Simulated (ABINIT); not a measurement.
Ag: equation of state with PW91

The system is Ag.

```
CELL_PARAMETERS angstrom
0.00000 2.04275 2.04275
2.04275 0.00000 2.04275
2.04275 2.04275 0.00000
ATOMIC_POSITIONS crystal
Ag 0.00000 0.00000 0.00000
```

```json
{
 "Program": "ABINIT 10.8.3 (patched build)",
 "Task": "equation of state",
 "Functional": "PW91",
 "Potentials or basis": "JTH PAW PBE v2.0",
 "Cutoff": "463 eV",
 "k mesh": "11 × 11 × 11",
 "Occupations": "fermi-dirac, width 0.05 eV",
 "Spin": "no spin polarisation"
}
```

```json
{"Equilibrium volume": "17.79 Å³/atom", "Bulk modulus": "90 GPa", "Pressure derivative of the bulk modulus": "6.2"}
```

Energy against volume, from the lowest point:
| volume (Å³/atom) | energy (meV/atom) |
| --- | --- |
| 16.025 | 62.89 |
| 16.366 | 38.88 |
| 16.707 | 21.35 |
| 17.048 | 9.48 |
| 17.389 | 2.58 |
| 17.730 | 0.00 |
| 18.071 | 1.18 |

Run time: 37 s on 1 thread of Arm Neoverse V2, with other jobs on the host, peak memory 0.13 GiB.

Caveat: pressures at fixed basis lie under the slope of the energies; the PAW data sets were made with another functional, which shifts forces and pressure a little. Zero-point motion and thermal expansion aren't in these numbers.
